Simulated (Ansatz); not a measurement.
**CoSn: properties at the relaxed cell**

The task here is to estimate one member of a computed series from the others.

Method: DFT PBEsol, scalar-relativistic, plane waves, PAW, in Ansatz 0.2.0.

1 further run of the same task is left out (set aside as unsound or not needed).

### The structure to begin with

Symmetry: P6/mmm, No. 191, hexagonal system. The conventional cell has a = 5.220 Å, b = 5.220 Å, c = 4.168 Å, α = 90.00°, β = 90.00°, γ = 120.00°. Co (site symmetry mmm) has 6 Sn at 2.57 to 2.61 Å and 4 Co at 2.61 Å as nearest neighbours. Around Sn (site symmetry -6m2) lie 6 Co at 2.57 Å. Sn (site symmetry 6/mmm) is surrounded by 6 Co at 2.61 Å.

Coordinates:

```cif
data_structure
_symmetry_space_group_name_H-M 'P6/mmm'
_symmetry_Int_Tables_number 191
_cell_length_a 5.2197
_cell_length_b 5.2197
_cell_length_c 4.1685
_cell_angle_alpha 90.000
_cell_angle_beta 90.000
_cell_angle_gamma 120.000
_cell_volume 98.36
loop_
_atom_site_label
_atom_site_type_symbol
_atom_site_symmetry_multiplicity
_atom_site_Wyckoff_symbol
_atom_site_fract_x
_atom_site_fract_y
_atom_site_fract_z
_atom_site_occupancy
Co1 Co 3 f 0.00000 0.50000 0.00000 1
Sn1 Sn 2 d 0.66667 0.33333 0.50000 1
Sn2 Sn 1 a 0.00000 0.00000 0.00000 1
```

It goes back to an entry of the Materials Project.

It is the result of an earlier relaxation at this level (volume 16.39 Å³/atom; gap on the mesh: none (metal)).

Set-up of the first run:

input.yaml

```yaml
crystal:
  lattice:
    - [5.2197158162, 0.0, 0.0]
    - [-2.6098579081, 4.5204064974, 0.0]
    - [0.0, 0.0, 4.1684718862]
  atoms:
    - { symbol: Co, position: [0.0, 0.5, 0.0] }
    - { symbol: Co, position: [0.5, 0.5, 0.0] }
    - { symbol: Co, position: [0.5, 0.0, 0.0] }
    - { symbol: Sn, position: [0.6666666667, 0.3333333333, 0.5] }
    - { symbol: Sn, position: [0.3333333333, 0.6666666667, 0.5] }
    - { symbol: Sn, position: [0.0, 0.0, 0.0] }
basis:
  ecutwfc: 420
kpoints:
  mp_grid: { grid: [12, 12, 8] }
  band_path:
    path:
      - [[0.0, 0.0, 0.0], [0.5, 0.0, 0.0], [0.33333333, 0.33333333, 0.0], [0.0, 0.0, 0.0], [0.0, 0.0, 0.5], [0.5, 0.0, 0.5], [0.33333333, 0.33333333, 0.5], [0.0, 0.0, 0.5]]
      - [[0.5, 0.0, 0.5], [0.5, 0.0, 0.0]]
      - [[0.33333333, 0.33333333, 0.5], [0.33333333, 0.33333333, 0.0]]
    npoints: 14
hamiltonian:
  xc: pbesol
scf:
  occupations: { method: gaussian, width: 0.1 }
  n_extra_bands: 15
output:
  forces: true
  stress: true
  eigenvalues: true
  populations: true
  dos: { projected: true, de: 0.02, nscf_kmesh: { grid: [18, 18, 12] } }
  bader: true
  write_density: true
  write_potential: true
  elf: true
  volumetric_format: npy
```

Run with:

```console
$ ansatz run input.yaml --threads 1 --pin off --max-ram 2560MiB --backend cpu --events-out ev --progress --plain --runs-dir out
```

Among the steps run: Bands, states and charges; The cell as listed, for comparison; The cell scaled to 0.97 of its volume; The cell scaled to 1.03 of its volume; Volume × 0.94; The cell scaled to 1.06 of its volume; The cell scaled to 0.91 of its volume; Volume × 1.10; Point at V/V0 = 0.88.

One table of the session follows, with a row left open; its other results are not shown here.

It belongs to the step «Fit of the equation of state». 

| volume (Å³/atom) | energy above the lowest point (meV/atom) | pressure (GPa) |
| --- | --- | --- |
| 14.426 | 137.1 | 25.29 |
| 14.917 | 72.2 | 17.22 |
| 15.409 | 30.1 | 10.45 |
| 15.901 | ? | ? |
| 16.393 | 0.0 | -0.02 |
| 16.884 | 6.4 | -4.03 |
| 17.376 | 24.2 | -7.40 |
| 18.032 | 62.3 | -11.05 |

**Question.** Estimate the row for volume (Å³/atom) = 15.901.

Worked estimate for «energy above the lowest point (meV/atom)». A straight line through the neighbours (15.409, 30.1) and (16.393, 0.0) gives 30.1 + (0.0 − 30.1) × (15.901 − 15.409) / (16.393 − 15.409) = 15.1; a parabola fitted to 4 rows on both sides gives 7.0.

**Answer.** energy above the lowest point (meV/atom): 7.0; pressure (GPa): 4.76. In «energy above the lowest point (meV/atom)» the line misses by +8.1 and the parabola by 0.0.

To keep in mind: The final runs have no spin polarisation, so no magnetic state was tried and one may lie lower.
